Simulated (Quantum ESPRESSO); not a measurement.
Si:

```
Si
1.0
     3.83132    0.00000    0.00000
    -1.91566    3.31802    0.00000
     0.00000    0.00000    6.33262
Si
4
Direct
  0.66667 0.33333 0.93699
  0.33333 0.66667 0.43699
  0.66667 0.33333 0.56301
  0.33333 0.66667 0.06301
```

This isn't the form of Si at room conditions, which is diamond.

```yaml
Program: Quantum ESPRESSO 7.5
Task: phonons
Functional: vdW-DF-cx
Potentials_or_basis: PseudoDojo 0.4.1 SR PBE standard
Cutoff: 490 eV
Density_cutoff: 1959 eV
k_mesh: 8 × 8 × 4, shifted
Occupations: fermi-dirac, width 0.05 eV
Spin: no spin polarisation
Mixing_beta: 0.5
Most_SCF_iterations: 120
SCF_threshold: 8e-10 Ry
```

The cell and the atoms were relaxed first, to 20.25 Å³/atom (a = 3.838 Å, b = 3.838 Å, c = 6.351 Å, α = 90.00°, β = 90.00°, γ = 120.00°), and the response was taken there.

```cif
data_structure
_symmetry_space_group_name_H-M 'P 1'
_symmetry_Int_Tables_number 1
_cell_length_a 3.8379
_cell_length_b 3.8379
_cell_length_c 6.3508
_cell_angle_alpha 90.000
_cell_angle_beta 90.000
_cell_angle_gamma 120.000
_cell_volume 81.01
loop_
_atom_site_label
_atom_site_type_symbol
_atom_site_fract_x
_atom_site_fract_y
_atom_site_fract_z
_atom_site_occupancy
Si1 Si 0.66667 0.33333 0.93690 1
Si2 Si 0.33333 0.66667 0.43690 1
Si3 Si 0.66667 0.33333 0.56310 1
Si4 Si 0.33333 0.66667 0.06310 1
```

The first run showed a gap, so the response started from a second, tighter run with fixed occupations.

**Question.** Which optical modes does the crystal have at the zone centre, and which show in infrared and Raman spectra?

**Answer.** The optical modes are E2u + B1g + B2u + E2g + E1g + A1g. None is infrared active. Raman active: E2g + E1g + A1g.

Optical modes at Γ, degenerate ones joined, polar ones without the macroscopic field:
```csv
cm⁻¹,components,symmetry,active in,"IR intensity, summed ((D/Å)²/amu)"
93,2,E2u,silent,0.00
369,1,B1g,silent,0.00
409,1,B2u,silent,0.00
485,2,E2g,Raman,0.00
502,2,E1g,Raman,0.00
502,1,A1g,Raman,0.00
```

Caveat: the potentials were made for another functional, which shifts forces and pressure; the gap on the mesh is small and may close between mesh points, in which case fixed occupations spoil the response.
